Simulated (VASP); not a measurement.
**Mg: relaxation of cell and atoms with PBE**

The system is Mg.

```xyz
2
Lattice="3.2093 0.0000 0.0000 -1.6046 2.7793 0.0000 0.0000 0.0000 5.2103" Properties=species:S:1:pos:R:3 pbc="T T T"
Mg    0.0000    1.8529    1.3026
Mg    1.6047    0.9264    3.9077
```

```yaml
Program: VASP 6.6.1
Task: relaxation of cell and atoms
Functional: PBE
Potentials_or_basis: VASP PAW PBE potentials, release 64 (Mg)
Cutoff: 600 eV
k_mesh: 18 × 18 × 9
Occupations: methfessel-paxton, width 0.1 eV
Spin: no spin polarisation
Further_INCAR_settings: ALGO = Normal; EDIFF = 1e-06; IBRION = 2; EDIFFG = -0.01; NSW = 90; ISIF = 3
```

- Relaxed volume: 22.84 Å³/atom
- Relaxed cell: a = 3.207 Å, b = 3.207 Å, c = 5.130 Å, α = 90.00°, β = 90.00°, γ = 120.00°
- Space group after relaxing (to 0.05 Å): P6_3/mmc (No. 194)
- Energy gained by relaxing: 1.0 meV/atom
- Ionic steps: 5
- Pressure after relaxing: 0.0 GPa
- Band gap on the k mesh: none (metal or under the smearing width)

Step by step:
| step | energy change (eV) | largest force (eV/Å) | pressure (GPa) | volume (Å³) |
| --- | --- | --- | --- | --- |
| 1 | 0.0000 | 0.0000 | -0.58 | 46.47 |
| 2 | -0.0016 | 0.0000 | -0.16 | 45.91 |
| 3 | -0.0018 | 0.0000 | 0.06 | 45.64 |
| 4 | -0.0019 | 0.0000 | 0.04 | 45.66 |
| 5 | -0.0021 | 0.0000 | 0.02 | 45.69 |

Final structure:
```
Mg
1.0
     3.20672    0.00000    0.00000
    -1.60336    2.77710    0.00000
     0.00000    0.00000    5.13046
Mg
2
Direct
  0.33333 0.66667 0.25000
  0.66667 0.33333 0.75000
```

Levels at points of the mesh, in eV from the Fermi level:
```tsv
k point	band 1	band 2	band 3	band 4	band 5
(0.00, 0.00, 0.00)	-6.95	-1.61	-1.10	10.82	10.82
(0.50, 0.00, 0.00)	-2.19	-2.18	2.69	3.06	3.40
```

It took 77 s on 1 thread of Intel(R) Xeon(R) Platinum 8488C (Sapphire Rapids), with other jobs on the host, peak memory 0.23 GiB.
